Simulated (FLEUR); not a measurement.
# WC (Qusongite) (P-6m2) in FLEUR: further runs, part 2 of 3

FLEUR MaX-R8.1 (patched build s14). The steps go on from the part before.

**3. Relaxation of the atoms, PBEsol (cell strained at random at fixed volume)**

inp.xml

```xml
<?xml version="1.0" encoding="UTF-8" standalone="no"?>
<fleurInput fleurInputVersion="0.39">
   <comment>
      WC                                                                                                  
   </comment>
   <calculationSetup>
      <cutoffs Kmax="3.5" Gmax="17.5" GmaxXC="17.5" numbands="0"/>
      <scfLoop itmax="60" minDistance="0.00001" maxIterBroyd="15" imix="Anderson" alpha="0.05" precondParam="0.0" spinf="2.0"/>
      <coreElectrons ctail="T" frcor="F" kcrel="0" coretail_lmax="0"/>
      <xcFunctional name="PBEs" relativisticCorrections="F"/>
      <magnetism jspins="1"/>
      <soc l_soc="F" theta="0.0" phi="0.0" spav="F"/>
      <expertModes spex="0" secvar="F"/>
      <geometryOptimization l_f="T" forcealpha="1.0" forcemix="BFGS" epsdisp="0.0005" epsforce="0.0005"/>
      <ldaU l_linMix="F" mixParam="0.05" spinf="1.0"/>
   </calculationSetup>
   <cell>
      <bzIntegration valenceElectrons="32.0" mode="hist" fermiSmearingEnergy="0.00367493">
         <kPointListSelection listName="default-1"/>
         <!-- k-points included here -->
         <xi:include xmlns:xi="http://www.w3.org/2001/XInclude" href="kpts.xml"> </xi:include>
      </bzIntegration>
      <!-- symmetry operations included here -->
      <xi:include xmlns:xi="http://www.w3.org/2001/XInclude" href="sym.xml"> </xi:include>
      <bulkLattice scale="1.0">
         <bravaisMatrix>
            <row-1>    5.4796728585728625    -0.0570924056764152    -0.0580259303819676</row-1>
            <row-2>   -2.7892792236104658     4.7726734030285130     0.0938097842773932</row-2>
            <row-3>   -0.0566313125020128     0.0730209071806686     5.3892683607719984</row-3>
         </bravaisMatrix>
      </bulkLattice>
   </cell>
   <atomSpecies>
      <species name="Tungsten (W)" element="W" atomicNumber="74">
         <mtSphere radius="2.35" gridPoints="777" logIncrement="0.017"/>
         <atomicCutoffs lmax="8" lnonsphr="6"/>
         <electronConfig flipSpins="F">
            <coreConfig>(1s1/2) (2s1/2) (2p1/2) (2p3/2) (3s1/2) (3p1/2) (3p3/2) (4s1/2) (3d3/2) (3d5/2) (4p1/2) (4p3/2) (4d3/2) (4d5/2)</coreConfig>
            <valenceConfig>(5s1/2) (5p1/2) (5p3/2) (6s1/2) (4f5/2) (4f7/2) (5d3/2) (5d5/2)</valenceConfig>
            <stateOccupation state="(5d3/2)" spinUp="0.800000" spinDown="0.800000"/>
            <stateOccupation state="(5d5/2)" spinUp="1.200000" spinDown="1.200000"/>
         </electronConfig>
         <energyParameters s="6" p="6" d="5" f="4"/>
         <lo type="SCLO" l="0" n="5" eDeriv="0"/>
         <lo type="SCLO" l="1" n="5" eDeriv="0"/>
         <lo type="SCLO" l="2" n="5" eDeriv="2"/>
         <lo type="SCLO" l="3" n="4" eDeriv="2"/>
      </species>
      <species name="Carbon (C)" element="C" atomicNumber="6">
         <mtSphere radius="1.45" gridPoints="481" logIncrement="0.021"/>
         <atomicCutoffs lmax="5" lnonsphr="3"/>
         <electronConfig flipSpins="F">
            <coreConfig>(1s1/2)</coreConfig>
            <valenceConfig>(2s1/2) (2p1/2) (2p3/2)</valenceConfig>
            <stateOccupation state="(2p1/2)" spinUp="0.333333" spinDown="0.333333"/>
            <stateOccupation state="(2p3/2)" spinUp="0.666667" spinDown="0.666667"/>
         </electronConfig>
         <energyParameters s="2" p="2" d="3" f="4"/>
         <lo type="SCLO" l="0" n="2" eDeriv="2"/>
         <lo type="SCLO" l="1" n="2" eDeriv="2"/>
         <lo type="SCLO" l="2" n="3" eDeriv="2"/>
      </species>
   </atomSpecies>
   <atomGroups>
      <atomGroup species="Tungsten (W)">
         <relPos label="                   1">.0000000000 .0000000000 .0000000000</relPos>
         <force calculate="T" relaxXYZ="TTT"/>
      </atomGroup>
      <atomGroup species="Carbon (C)">
         <relPos label="                   2">-1.000/3.000 1.000/3.000 1.000/2.000</relPos>
         <force calculate="T" relaxXYZ="TTT"/>
      </atomGroup>
   </atomGroups>
   <output dos="F" band="F" slice="F">
      <checks vchk="F" cdinf="F"/>
      <bandDOS minEnergy="-.5*Htr" maxEnergy="0.5*Htr" sigma="0.015" storeEVData="T"/>
      <vacuumDOS vacdos="F" integ="F" star="F" nstars="0" locx1="0.0" locy1="0.0" locx2="0.0" locy2="0.0" nstm="0" tworkf="0.0"/>
      <unfoldingBand unfoldBand="F" supercellX="1" supercellY="1" supercellZ="1"/>
      <plotting iplot="0" polar="F">
         <plot TwoD="T" vec1="  1.0  0.0  0.0" vec2="  0.0  1.0  0.0" vec3="  0.0  0.0  1.0" zero="  0.0  0.0  0.0" file="plot"/>
      </plotting>
      <chargeDensitySlicing numkpt="0" minEigenval="0.0" maxEigenval="0.0" nnne="0" pallst="F"/>
      <specialOutput eonly="F"/>
      <magneticCircularDichroism mcd="F" energyLo="-10.0" energyUp="0.0"/>
   </output>
  <!-- We include the file relax.xml here to enable relaxations (see documentation) -->
  <xi:include xmlns:xi="http://www.w3.org/2001/XInclude" href="relax.xml"> <xi:fallback/> </xi:include>
</fleurInput>
```

crystal.txt

```
WC
&input cartesian=F /
2.8997180000  -0.0302120000  -0.0307060000
-1.4760230000  2.5255900000  0.0496420000
-0.0299680000  0.0386410000  2.8518780000
1.8897261246
1.0 1.0 1.0

2
74 0.0000000000  0.0000000000  0.0000000000
6 0.6666666667  0.3333333333  0.5000000000

&kpt div1=6 div2=6 div3=5 gamma=T /
```

Potentials or basis: all-electron, FLAPW.

Run with:

```
inpgen -f crystal.txt -profile veryFastHighL
# inp.xml edited to the form shown
fleur   # started 3 times, once a step
```

The program printed:

```text
[run 1 of the program]

      Welcome to FLEUR        (www.flapw.de)
      MaX-Release 8.1          (www.max-centre.eu)

 ========== k-point set info ==========
 Selected k-point list: default-1
 k-point list type: mesh
 6 x 6 x 5
 Number of k points: 92

 ------------Calculation Setup---------------------------
 Number of OMP-threads    :            1
 Number of basis functions:          167
 Approximate size of matrices (H+S) per k-point:         0.001 GB
 --------------------------------------------------------
 Iteration:     1   Distance:      23.86186888 me/bohr^3
 Iteration:     2   Distance:      20.44201925 me/bohr^3
 Iteration:     3   Distance:       8.53695558 me/bohr^3
 Iteration:     4   Distance:       6.66516924 me/bohr^3
 Iteration:     5   Distance:       3.26432946 me/bohr^3
 Iteration:     6   Distance:       0.43045012 me/bohr^3
 Iteration:     7   Distance:       0.38062559 me/bohr^3
 Iteration:     8   Distance:       0.03986019 me/bohr^3
 Iteration:     9   Distance:       0.04155205 me/bohr^3
 Iteration:    10   Distance:       0.00807644 me/bohr^3
 Iteration:    11   Distance:       0.00196968 me/bohr^3
 Iteration:    12   Distance:       0.00115158 me/bohr^3
 Iteration:    13   Distance:       0.00025982 me/bohr^3
 Iteration:    14   Distance:       0.00021981 me/bohr^3
 Iteration:    15   Distance:       0.00004259 me/bohr^3
 Iteration:    16   Distance:       0.00003907 me/bohr^3
 Iteration:    17   Distance:       0.00002155 me/bohr^3
 Iteration:    18   Distance:       0.00000573 me/bohr^3
 Reset of history

 ********************************************************************
 Run finished successfully
 Stop message:
   Structural relaxation: new displacements generated
 ********************************************************************
```

relax.xml:

```text
 <!-- Attention, absolute coordinates used here -->
 <relaxation>
   <displacements>
    <displace>  -0.0042968250    0.0000673649   -0.0012890447 </displace>
    <displace>   0.0044278437   -0.0001116640    0.0012297057 </displace>
  </displacements>
   <relaxation-history>
    <step energy="   -16199.3507071157">
      <posforce>   0.0000000000    0.0000000000    0.0000000000   -0.0014919832    0.0000610653   -0.0004577515 </posforce>
      <posforce>  -2.7846330170    1.6464323898    2.7452460853    0.0015075651   -0.0000664589    0.0004505251 </posforce>
    </step>
    <step energy="   -16199.3507121697">
      <posforce>  -0.0014919832    0.0000610653   -0.0004577515   -0.0009763591    0.0000287424   -0.0002948197 </posforce>
      <posforce>  -2.7831254519    1.6463659309    2.7456966104    0.0009916922   -0.0000339880    0.0002878107 </posforce>
    </step>
    <step energy="   -16199.3507171118">
      <posforce>  -0.0043194348    0.0000827868   -0.0012855644    0.0000080162   -0.0000053667   -0.0000011340 </posforce>
      <posforce>  -2.7802254345    1.6463196100    2.7464916243    0.0000068228    0.0000004149   -0.0000055509 </posforce>
    </step>
   </relaxation-history>
 </relaxation>
```

out.xml (last iteration):

```text
<iteration numberForCurrentRun="   12" overallNumber="   41">
         <energyParameters units="Htr">
            <atomicEP atomType="1" spin="1" branch="6s" branchLowest="-2.09" branchHighest="2.62" value="0.3001999907"/>
            <atomicEP atomType="1" spin="1" branch="6p" branchLowest="-0.70" branchHighest="3.66" value="0.4319686910"/>
            <atomicEP atomType="1" spin="1" branch="5d" branchLowest="-7.95" branchHighest="1.12" value="0.4670815357"/>
            <atomicEP atomType="1" spin="1" branch="4f" branchLowest="-9.99" branchHighest="-0.43" value="-0.3999264861"/>
            <loAtomicEP atomType="1" spin="1" branch="5s" branchLowest="-20.09" branchHighest="-2.09" value="-2.1215365469"/>
            <loAtomicEP atomType="1" spin="1" branch="5p" branchLowest="-14.73" branchHighest="-0.70" value="-0.8347547901"/>
            <loAtomicEP atomType="1" spin="1" branch="5d" branchLowest="-7.95" branchHighest="1.12" value="0.4628706465"/>
            <loAtomicEP atomType="1" spin="1" branch="4f" branchLowest="-9.99" branchHighest="-0.43" value="-0.4351530286"/>
            <atomicEP atomType="2" spin="1" branch="2s" branchLowest="-9.12" branchHighest="2.34" value="0.0179032801"/>
            <atomicEP atomType="2" spin="1" branch="2p" branchLowest="-9.99" branchHighest="2.13" value="0.2305890673"/>
            <atomicEP atomType="2" spin="1" branch="3d" branchLowest="-9.99" branchHighest="6.20" value="0.4451791263"/>
            <atomicEP atomType="2" spin="1" branch="4f" branchLowest="-9.99" branchHighest="10.28" value="0.6052276913"/>
            <loAtomicEP atomType="2" spin="1" branch="2s" branchLowest="-9.12" branchHighest="2.34" value="0.0179032801"/>
            <loAtomicEP atomType="2" spin="1" branch="2p" branchLowest="-9.99" branchHighest="2.13" value="0.2305692857"/>
            <loAtomicEP atomType="2" spin="1" branch="3d" branchLowest="-9.99" branchHighest="6.20" value="0.4451781093"/>
         </energyParameters>
         <eigenvalues>
            <eigenvaluesAt spin="1" ikpt="1" k_x="0.00000000" k_y="0.00000000" k_z="0.00000000">
                      -2.1238187975       -0.8023353395       -0.7973394418       -0.7955480681       -0.4350775730
                      -0.4349444067       -0.4345318133       -0.4343317553       -0.4340681758       -0.4339775661
[... 54 lines left out ...]
            <state n="1" l="0" j="0.5" energy="-9.1168456225" weight="1.0000000000"/>
         </coreStates>
         <allElectronCharges>
            <spinDependentCharge spin="1" total="80.0000000" interstitial="4.1568554" mtSpheres="75.8431446"/>
            <totalCharge value="79.9999999994"/>
         </allElectronCharges>
         <totalEnergy                                    value="   -16199.3507171118" units="Htr">
            <sumOfEigenvalues                            value="    -9896.6050754042">
               <coreElectrons value="-9885.4077206054"/>
               <valenceElectrons value="-11.1973547988"/>
            </sumOfEigenvalues>
            <densityCoulombPotentialIntegral value="-27714.6601909261"/>
            <densityEffectivePotentialIntegral value="-28143.8106192716"/>
            <chargeDenXCDenIntegral value="-325.9121175264"/>
            <FockExchangeEnergyValence value="0.0000000000"/>
            <FockExchangeEnergyCore value="0.0000000000"/>
            <atomTypeDependentContributions atomType="1">
               <electronNucleiInteractionDifferentMTs value="20163.0087527288"/>
               <MadelungTerm value="-53.8725354441"/>
            </atomTypeDependentContributions>
            <atomTypeDependentContributions atomType="2">
               <electronNucleiInteractionDifferentMTs value="41.8113628359"/>
               <MadelungTerm value="-4.6213969809"/>
            </atomTypeDependentContributions>
            <tkbTimesEntropy value="0.0004644738"/>
            <freeEnergy value="-16199.3511815856"/>
            <extrapolationTo0K value="-16199.3509493487"/>
         </totalEnergy>
         <totalForcesOnRepresentativeAtoms units="Htr/bohr">
            <forceTotal atomType="1" x="-0.004319" y="0.000083" z="-0.001286" F_x="0.00000802" F_y="-0.00000537" F_z="-0.00000113"/>
            <forceTotal atomType="2" x="-2.780225" y="1.646320" z="2.746492" F_x="0.00000682" F_y="0.00000041" F_z="-0.00000555"/>
         </totalForcesOnRepresentativeAtoms>
      </iteration>
```

Run time: 2.8 min. Hardware: 1 thread of Intel Xeon at 2.60GHz (Ice Lake), shared host; peak memory 0.1 GiB.

Results:

| Item | Value |
| --- | --- |
| Free energy | -440806.8019 eV |
| Energy gained by relaxing | 0.1 meV/atom |
| Ionic steps | 3 |
| Band gap on the k mesh | none (metal or under the smearing width) |
| Valence electrons inside the program's atomic spheres | W 25.60; C 2.24 (radii W 2.35, C 1.45 bohr) |

Step by step:
| step | energy change (eV) | largest force (eV/Å) |
| --- | --- | --- |
| 1 | 0.0000 | 0.0810 |
| 2 | -0.0001 | 0.0531 |
| 3 | -0.0002 | 0.0005 |

Final structure:
```cif
data_structure
_symmetry_space_group_name_H-M 'P 1'
_symmetry_Int_Tables_number 1
_cell_length_a 2.9000
_cell_length_b 2.9257
_cell_length_c 2.8523
_cell_angle_alpha 88.054
_cell_angle_beta 91.217
_cell_angle_gamma 120.905
_cell_volume 20.75
loop_
_atom_site_label
_atom_site_type_symbol
_atom_site_fract_x
_atom_site_fract_y
_atom_site_fract_z
_atom_site_occupancy
W1 W 0.99922 0.00001 0.99975 1
C1 C 0.66746 0.33332 0.50024 1
```

Levels at points of the mesh, in eV from the Fermi level:
```csv
k point,band 14,band 15,band 16,band 17,band 18,band 19
"(0.00, 0.00, 0.00)",-3.66,-3.29,-0.14,2.88,3.03,5.39
"(0.00, 0.50, 0.00)",-4.01,-3.69,-0.57,2.07,4.29,4.90
"(0.50, 0.00, 0.00)",-3.89,-3.75,-0.67,1.92,4.38,4.87
"(0.50, 0.50, 0.00)",-4.05,-3.70,-0.46,2.19,4.35,4.79
```

Core levels (eV from the Fermi level):
| atom | levels |
| --- | --- |
| 1 W | 1s1/2 -69369.8, 2s1/2 -11961.1, 2p1/2 -11437.9, 2p3/2 -10085.7, 3s1/2 -2750.4, 3p1/2 -2517.5, 3p3/2 -2225.2, 4s1/2 -563.1, 3d3/2 -1833.1, 3d5/2 -1769.5, 4p1/2 -466.5, 4p3/2 -398.7, 4d3/2 -240.2, 4d5/2 -227.7 |
| 2 C | 1s1/2 -264.4 |

Caveat: the k mesh is coarse (spacing up to 0.44 Å⁻¹), so the values aren't converged; the plane-wave cutoff is short for the small spheres of the light atoms, so energies, forces and moduli aren't converged. The run has no spin-orbit coupling, so splittings on W are missing.

(Continued in part 3 of 3.)
